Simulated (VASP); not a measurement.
# CoSi (P6_3/mmc) in VASP: relaxation of cell and atoms with PBE

Aim: the relaxation of cell and atoms of CoSi with PBE.

Everything below comes from runs of VASP 6.6.1. Logs are shortened: lines on timing, memory, paths and dates and some standing lists are left out, and cuts for length are marked.

## 1. The crystal as given

It takes space group P6_3/mmc (No. 194, hexagonal). The conventional cell has a = 3.471 Å, b = 3.471 Å, c = 4.456 Å, α = 90.00°, β = 90.00°, γ = 120.00°. Around Co (site symmetry -6m2) lie 6 Si at 2.29 Å. Around Si (site symmetry -3m) lie 2 Si at 2.23 Å and 6 Co at 2.29 Å.

The cell was built by a generator and needn't be a form met in nature.

## 2. Relaxation of cell and atoms, PBE, collinear spin, ferromagnetic start

Input file INCAR:

```
SYSTEM = CoSi
PREC     = Normal         ! precision mode
ENCUT    = 520            ! plane-wave cutoff, eV
EDIFF    = 1E-4           ! SCF threshold, eV
ISMEAR   = 0              ! smearing method
SIGMA    = 0.15           ! smearing width, eV
LREAL    = .False.        ! projectors in reciprocal space
LASPH    = .True.         ! aspherical terms in the spheres
NELM     = 60             ! most SCF steps
ALGO     = Fast           ! electronic algorithm
ISIF     = 3              ! what is computed and relaxed
LWAVE    = .False.        ! write WAVECAR
LCHARG   = .False.        ! write CHGCAR
ISPIN    = 2              ! spin polarisation
MAGMOM   = 2 2 0 0        ! initial moments
LORBIT   = 11             ! projections on sites
LMAXMIX  = 4              ! l up to which the mixer works
GGA      = PE             ! functional
IBRION   = 2              ! ionic algorithm
NSW      = 24             ! ionic steps
EDIFFG   = -0.08          ! ionic threshold
```

Input file KPOINTS:

```
Automatic mesh
0
Gamma
  7 7 5
  0 0 0
```

Input file POSCAR:

```
CoSi
1.0
    3.4712273200      0.0000000000      0.0000000000
   -1.7356136600      3.0061710400      0.0000000000
    0.0000000000      0.0000000000      4.4562380100
Co Si
2 2
Direct
    0.3333333300      0.6666666700      0.2500000000
    0.6666666700      0.3333333300      0.7500000000
    0.0000000000      0.0000000000      0.0000000000
    0.0000000000      0.0000000000      0.5000000000
```

Potentials or basis: VASP PAW PBE potentials, release 64 (Co, Si).

The run is started by

```console
$ cat potpaw_PBE.64/Co/POTCAR potpaw_PBE.64/Si/POTCAR > POTCAR
$ mpirun -np 1 vasp_std > vasp.out
```

OUTCAR:

```text
SYSTEM = CoSi
   PREC = Normal
   ENCUT = 520
   EDIFF = 1E-4
   ISMEAR = 0
   LREAL = .False.
   LASPH = .True.
   NELM = 60
   ISIF = 3
   ISPIN = 2
   LORBIT = 11
   GGA = PE
   IBRION = 2
   NSW = 24
   EDIFFG = -0.08

 ion  position               nearest neighbor table
   1  0.333  0.667  0.250-   3 2.29   4 2.29   3 2.29   4 2.29   3 2.29   4 2.29   2 3.00   2 3.00
                             2 3.00   2 3.00   2 3.00   2 3.00
   2  0.667  0.333  0.750-   3 2.29   4 2.29   3 2.29   4 2.29   3 2.29   4 2.29   1 3.00   1 3.00
                             1 3.00   1 3.00   1 3.00   1 3.00
   3  0.000  0.000  0.000-   4 2.23   4 2.23   1 2.29   2 2.29   1 2.29   2 2.29   2 2.29   1 2.29

   4  0.000  0.000  0.500-   3 2.23   3 2.23   1 2.29   2 2.29   1 2.29   2 2.29   2 2.29   1 2.29

  LATTYP: Found a hexagonal cell.
 ALAT       =     3.4712273200
 C/A-ratio  =     1.2837643863

  Lattice vectors:

 A1 = (   3.4712273200,   0.0000000000,   0.0000000000)
 A2 = (  -1.7356136600,   3.0061710400,   0.0000000000)
 A3 = (   0.0000000000,   0.0000000000,   4.4562380100)

Analysis of symmetry for initial positions (statically):
=====================================================================
 Subroutine PRICEL returns:
 Original cell was already a primitive cell.

 Routine SETGRP: Setting up the symmetry group for a
 hexagonal supercell.

 Subroutine GETGRP returns: Found 24 space group operations
 (whereof 12 operations were pure point group operations)
 out of a pool of 24 trial point group operations.

The static configuration has the point symmetry D_3d.
 The point group associated with its full space group is D_6h.

Analysis of symmetry for dynamics (positions and initial velocities):
=====================================================================
 Subroutine PRICEL returns:
 Original cell was already a primitive cell.

 Routine SETGRP: Setting up the symmetry group for a
 hexagonal supercell.

 Subroutine GETGRP returns: Found 24 space group operations
 (whereof 12 operations were pure point group operations)
 out of a pool of 24 trial point group operations.

The dynamic configuration has the point symmetry D_3d.
 The point group associated with its full space group is D_6h.

Analysis of structural, dynamic, and magnetic symmetry:
=====================================================================
 Subroutine PRICEL returns:
 Original cell was already a primitive cell.

 Routine SETGRP: Setting up the symmetry group for a
 hexagonal supercell.

 Subroutine GETGRP returns: Found 24 space group operations
 (whereof 12 operations were pure point group operations)
 out of a pool of 24 trial point group operations.

The overall configuration has the point symmetry D_3d.
 The point group associated with its full space group is D_6h.

 Subroutine INISYM returns: Found 24 space group operations
 (whereof 12 operations are pure point group operations),
 and found     1 'primitive' translations

----------------------------------------------------------------------------------------

                                     Primitive cell

  volume of cell :      46.5013

  direct lattice vectors                    reciprocal lattice vectors
     3.471227320  0.000000000  0.000000000     0.288082545  0.166324535  0.000000000
    -1.735613660  3.006171040  0.000000000     0.000000000  0.332649070  0.000000000
     0.000000000  0.000000000  4.456238010     0.000000000  0.000000000  0.224404531

  length of vectors
     3.471227320  3.471227319  4.456238010     0.332649070  0.332649070  0.224404531

  position of ions in fractional coordinates (direct lattice)
     0.333333330  0.666666670  0.250000000
     0.666666670  0.333333330  0.750000000
     0.000000000  0.000000000  0.000000000
     0.000000000  0.000000000  0.500000000

  ion indices of the primitive-cell ions
   primitive index   ion index
                 1           1
                 2           2
                 3           3
                 4           4

----------------------------------------------------------------------------------------

 KPOINTS: Automatic mesh

Automatic generation of k-mesh.
 Grid dimensions read from file:
 generate k-points for:    7    7    5

 Generating k-lattice:

  Cartesian coordinates                     Fractional coordinates (reciprocal lattice)
     0.041154649  0.023760648  0.000000000     0.142857143  0.000000000  0.000000000
     0.000000000  0.047521296  0.000000000     0.000000000  0.142857143  0.000000000
     0.000000000  0.000000000  0.044880906     0.000000000  0.000000000  0.200000000

  Length of vectors
     0.047521296  0.047521296  0.044880906

  Shift w.r.t. Gamma in fractional coordinates (k-lattice)
     0.000000000  0.000000000  0.000000000

 Subroutine IBZKPT returns following result:
 ===========================================

 Found     24 irreducible k-points:

 Following reciprocal coordinates:
            Coordinates               Weight
  0.000000  0.000000  0.000000      1.000000
  0.142857  0.000000  0.000000      6.000000
  0.285714  0.000000  0.000000      6.000000
  0.428571  0.000000  0.000000      6.000000
  0.142857  0.142857  0.000000      6.000000
  0.285714  0.142857  0.000000     12.000000
[... 16 lines left out ...]
  0.428571  0.142857  0.400000     12.000000
  0.285714  0.285714  0.400000     12.000000
   k-points           NKPTS =     24   k-points in BZ     NKDIM =     24   number of bands    NBANDS=     19
   number of dos      NEDOS =    301   number of ions     NIONS =      4
   total plane-waves  NPLWV =  11200
   dimension x,y,z NGX =    20 NGY =   20 NGZ =   28
   dimension x,y,z NGXF=    40 NGYF=   40 NGZF=   56
   ions per type =               2   2
   NGX,Y,Z   is equivalent  to a cutoff of   9.58,  9.58, 10.45 a.u.
   NGXF,Y,Z  is equivalent  to a cutoff of  19.16, 19.16, 20.89 a.u.
 SYSTEM =  CoSi
   PREC   = normal    normal or accurate (medium, high low for compatibility)
   ISTART =      0    job   : 0-new  1-cont  2-samecut
   ICHARG =      2    charge: 1-file 2-atom 10-const
   ISPIN  =      2    spin polarized calculation?
   LNONCOLLINEAR =      F non collinear calculations
   LSORBIT =      F    spin-orbit coupling
   LASPH  =      T    aspherical Exc in radial PAW
   ENCUT  =  520.0 eV  38.22 Ry    6.18 a.u.   6.45  6.45  8.29*2*pi/ulx,y,z
   NELM   =     60;   NELMIN=  2; NELMDL= -5     # of ELM steps
   EDIFF  = 0.1E-03   stopping-criterion for ELM
   LREAL  =      F    real-space projection
   EDIFFG = -.8E-01   stopping-criterion for IOM
   NSW    =     24    number of steps for IOM
   IBRION =      2    ionic relax: 0-MD 1-quasi-New 2-CG
   NFREE  =      1    steps in history (QN), initial steepest desc. (CG)
   ISIF   =      3    stress and relaxation
   ISYM   =      2    0-nonsym 1-usesym 2-fastsym
   POTIM  = 0.5000    time-step for ionic-motion
   TEBEG  =    0.0;   TEEND  =   0.0 temperature during run
   PSTRESS=    0.0 pullay stress
   NELECT =      26.0000    total number of electrons
   NUPDOWN=      -1.0000    fix difference up-down
   EMIN   =  10.00;   EMAX   =-10.00  energy-range for DOS
   EFERMI =   0.00;   METHOD = LEGACY
   ISMEAR =     0;   SIGMA  =   0.15  broadening in eV -4-tet -1-fermi 0-gaus
   EFERMI_NEDOS =   21; number of points for ismear=-14 and -15
   IALGO  =     68    algorithm
   IMIX   =      4    mixing-type and parameters
     AMIX     =   0.40;   BMIX     =  1.00
     AMIX_MAG =   1.60;   BMIX_MAG =  1.00
  volume/ion in A,a.u.               =      11.63        78.45
  Fermi-wavevector in a.u.,A,eV,Ry     =   1.348686  2.548647 24.748377  1.818954
  Thomas-Fermi vector in A             =   2.476335
   LORBIT       =     11    0 simple, 1 ext, 2 COOP (PROOUT), +10 PAW based schemes
   GGA     = PE    functional components
   LHFCALC =     F    Hartree Fock is set to
   AEXX    =    0.0000 exact exchange contribution
   IVDW    =     0    specifies the selected vdW correction
   LEPSILON=     F    determine dielectric tensor
   LRPA    =     F    only Hartree local field effects (RPA)
 conjugate gradient relaxation of ions
 spin polarized calculation
 RMM-DIIS sequential band-by-band and
 Gauss-broadening in eV      SIGMA  =   0.15
  energy-cutoff  :      520.00
  volume of cell :       46.50
 maximum number of plane-waves:      1270
   NGX = 13   NGY = 13   NGZ = 17

--------------------------------------- Ionic step        1  -------------------------------------------

 number of electron      26.0000026 magnetization       0.0611655

 Free energy of the ion-electron system (eV)
  ---------------------------------------------------
  ext. energy  EPLUGINS =         0.00000000
  ---------------------------------------------------
  free energy    TOTEN  =       -24.99694701 eV

  energy without entropy =      -24.95611691  energy(sigma->0) =      -24.97653196

 E-fermi :  10.9390     XC(G=0): -12.3803

 val. band max:       10.9270267631   @ k =   0.1429   0.1429   0.0000
 cond. band min:      10.9424039799   @ k =   0.2857   0.2857   0.2000
 fundamental gap:      0.0153772168
 Fermi energy:        10.9389982105

 spin component 1

 k-point     1 :       0.0000    0.0000    0.0000
  band No.  band energies     occupation
      1      -2.3803      1.00000
      2       3.6570      1.00000
      3       5.2136      1.00000
      4       6.9798      1.00000
      5       6.9798      1.00000
      6       8.5752      1.00000
[... 504 lines left out ...]
      5       6.7403      1.00000
      6       7.1012      1.00000
[... 11 lines left out ...]
     18      18.2085      0.00000
     19      19.8494      0.00000
 Fermi energy:        10.9389982105

 spin component 2

 k-point     1 :       0.0000    0.0000    0.0000
  band No.  band energies     occupation
      1      -2.3794      1.00000
      2       3.6641      1.00000
      3       5.2104      1.00000
      4       6.9961      1.00000
      5       6.9961      1.00000
      6       8.6040      1.00000
[... 788 lines left out ...]
 number of electron      26.0000049 magnetization      -0.0000104

 number of electron      26.0000049 magnetization       0.0000111

 Free energy of the ion-electron system (eV)
  ---------------------------------------------------
  ext. energy  EPLUGINS =         0.00000000
  ---------------------------------------------------
  free energy    TOTEN  =       -25.31759523 eV

  energy without entropy =      -25.27699697  energy(sigma->0) =      -25.29729610

 E-fermi :   9.7320     XC(G=0): -11.9535

 val. band max:        9.7235567705   @ k =   0.4286   0.0000   0.0000
 cond. band min:       9.7676882244   @ k =   0.2857   0.1429   0.2000
 fundamental gap:      0.0441314539
 Fermi energy:         9.7319902208

 spin component 1

 k-point     1 :       0.0000    0.0000    0.0000
  band No.  band energies     occupation
      1      -2.8237      1.00000
      2       2.8835      1.00000
      3       3.5007      1.00000
      4       6.3654      1.00000
      5       6.3654      1.00000
      6       7.6783      1.00000
[... 504 lines left out ...]
      5       5.9363      1.00000
      6       6.2211      1.00000
[... 11 lines left out ...]
     18      16.0251      0.00000
     19      17.4822      0.00000
 Fermi energy:         9.7319902208

 spin component 2

 k-point     1 :       0.0000    0.0000    0.0000
  band No.  band energies     occupation
      1      -2.8237      1.00000
      2       2.8835      1.00000
      3       3.5007      1.00000
      4       6.3654      1.00000
      5       6.3654      1.00000
      6       7.6783      1.00000
[... 548 lines left out ...]
  FREE ENERGIE OF THE ION-ELECTRON SYSTEM (eV)
  ---------------------------------------------------
  free  energy   TOTEN  =       -25.3175952319 eV

  energy  without entropy=      -25.2769969716  energy(sigma->0) =      -25.29729610

 reached required accuracy - stopping structural energy minimisation

 total charge

# of ion       s       p       d       tot
------------------------------------------
    1        0.453   0.446   7.529   8.428
    2        0.453   0.446   7.529   8.428
    3        0.747   0.925   0.000   1.672
    4        0.747   0.925   0.000   1.672
--------------------------------------------------
tot          2.399   2.742  15.058  20.200

 magnetization (x)

# of ion       s       p       d       tot
------------------------------------------
    1       -0.000  -0.000  -0.000  -0.000
    2       -0.000  -0.000  -0.000  -0.000
    3        0.000  -0.000   0.000   0.000
    4        0.000  -0.000   0.000   0.000
--------------------------------------------------
tot         -0.000  -0.000  -0.000  -0.000
```

Run time: 89 s. Hardware: 1 thread of Intel Xeon Platinum 8488C (Sapphire Rapids), shared host; peak memory 0.16 GiB.

What came out:

```yaml
Free_energy: -25.3176 eV
Relaxed_volume: 12.70 Å³/atom
Relaxed_cell: a = 3.505 Å, b = 3.505 Å, c = 4.775 Å, α = 90.00°, β = 90.00°, γ = 120.00°
Space_group_after_relaxing_to_0.05_Å: P6_3/mmc (No. 194)
Energy_gained_by_relaxing: 80.2 meV/atom
Ionic_steps: 8
Pressure_after_relaxing: -0.3 GPa
Band_gap_on_the_k_mesh: none (metal or under the smearing width)
Net_moment: 0.00 μB per cell
Valence_electrons_inside_the_program's_atomic_spheres: Co 8.43; Si 1.67
```

Stress tensor (GPa, compression positive):
```
-0.68  0.00  0.00
 0.00 -0.68  0.00
 0.00  0.00  0.40
```

The path:
| step | energy change (eV) | largest force (eV/Å) | pressure (GPa) | volume (Å³) |
| --- | --- | --- | --- | --- |
| 1 | 0.0000 | 0.0000 | 17.99 | 46.50 |
| 2 | -0.0737 | 0.0000 | -17.54 | 55.78 |
| 3 | -0.2963 | 0.0000 | -4.97 | 51.39 |
| 4 | -0.2943 | 0.0000 | 1.58 | 50.62 |
| 5 | -0.2970 | 0.0000 | 0.19 | 50.98 |
| 6 | -0.2971 | 0.0000 | -0.87 | 51.18 |
| 7 | -0.2969 | 0.0000 | -2.45 | 51.28 |
| 8 | -0.3206 | 0.0000 | -0.32 | 50.80 |

Final structure:
```
Co Si
1.0
     3.50479    0.00000    0.00000
    -1.75239    3.03524    0.00000
     0.00000    0.00000    4.77525
Co Si
2 2
Direct
  0.33333 0.66667 0.25000
  0.66667 0.33333 0.75000
  0.00000 0.00000 0.00000
  0.00000 0.00000 0.50000
```

Caveat: the starting moments collapsed, and a magnetic state may lie lower; the relaxation stopped at a loose force limit of 0.08 eV/Å, so its end isn't a converged minimum.
